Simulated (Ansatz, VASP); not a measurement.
# One calculation of CuO, two programs

The input INCAR:

```
SYSTEM = CuO
ALGO     = Normal         ! electronic algorithm
EDIFF    = 1E-7           ! SCF threshold, eV
ENCUT    = 520            ! plane-wave cutoff, eV
GGA      = PE             ! functional
ISIF     = 2              ! what is computed and relaxed
ISMEAR   = -1             ! smearing method
LASPH    = .True.         ! aspherical terms in the spheres
LCHARG   = .True.         ! write CHGCAR
LELF     = .True.         ! ELF
LREAL    = .False.        ! projectors in reciprocal space
LVHAR    = .True.       
LWAVE    = .False.        ! write WAVECAR
NBANDS   = 34             ! bands
NELM     = 100            ! most SCF steps
PREC     = Accurate       ! precision mode
SIGMA    = 0.05           ! smearing width, eV
```

KPOINTS

```
k-points
0
Gamma
  7 7 7
  0 0 0
```

POSCAR

```
CuO
1.0
    4.1609370000      0.0000000000      0.0000000000
    0.0000000000      4.1609370000      0.0000000000
    0.0000000000      0.0000000000      3.8876430000
Cu O
3 3
Direct
    0.5000000000      0.0000000000      0.5000000000
    0.0000000000      0.5000000000      0.5000000000
    0.0000000000      0.0000000000      0.0000000000
    0.0000000000      0.0000000000      0.5000000000
    0.5000000000      0.0000000000      0.0000000000
    0.0000000000      0.5000000000      0.0000000000
```

Contents of input.yaml:

```yaml
crystal:
  lattice:
    - [4.160937, 0.0, 0.0]
    - [0.0, 4.160937, 0.0]
    - [0.0, 0.0, 3.887643]
  atoms:
    - { symbol: Cu, position: [0.5, 0.0, 0.5] }
    - { symbol: Cu, position: [0.0, 0.5, 0.5] }
    - { symbol: Cu, position: [0.0, 0.0, 0.0] }
    - { symbol: O, position: [0.0, 0.0, 0.5] }
    - { symbol: O, position: [0.5, 0.0, 0.0] }
    - { symbol: O, position: [0.0, 0.5, 0.0] }
hamiltonian:
  xc: pbe
  pseudopotentials: { kind: paw }
kpoints:
  mp_grid: { grid: [7, 7, 7] }
scf:
  occupations: { method: fermi_dirac, width: 0.05 }
output:
  forces: true
  stress: true
  eigenvalues: true
```

Measurements of this composition are mostly on another form, of space group No. 15.

Alike in both runs: task single point; functional PBE; k mesh 7 × 7 × 7; occupations fermi-dirac, width 0.05 eV; no spin polarisation.

|  | VASP | Ansatz |
| --- | --- | --- |
| version | VASP 6.6.1 | Ansatz 0.2.0 |
| potentials or method | VASP PAW PBE potentials, release 64 (Cu, O) | Ansatz PAW |
| plane-wave cutoff (eV) | 520 | 420 |
| valence electrons in the cell | 51 | 75 |

```tsv
	VASP	Ansatz	Ansatz less VASP
gap on the k mesh at the Fermi level (eV)	none	none	-
pressure (GPa)	2.3	1.8	-0.58
largest component of the traceless stress (GPa)	0.10	0.68	+0.573
```

A gap of «none» marks a metal or a gap that the smearing closes. With one functional, cell and mesh, what is left measures potentials, basis and numerics. The two sets of potentials don't hold the same shells in valence.

Caveats: an odd number of electrons without spin polarisation forces a metal; a magnetic or distorted state may lie lower; the run has no spin polarisation, though such a crystal can be magnetic; semilocal functionals often make such compounds metallic where correlation or magnetic order opens a gap, which also shifts bond lengths; the pressure holds a Pulay correction of +0.7 GPa for the finite cutoff (Ansatz). With open d or f shells a metallic result of PBE can be an artefact of self-interaction; +U or a hybrid may open a gap.
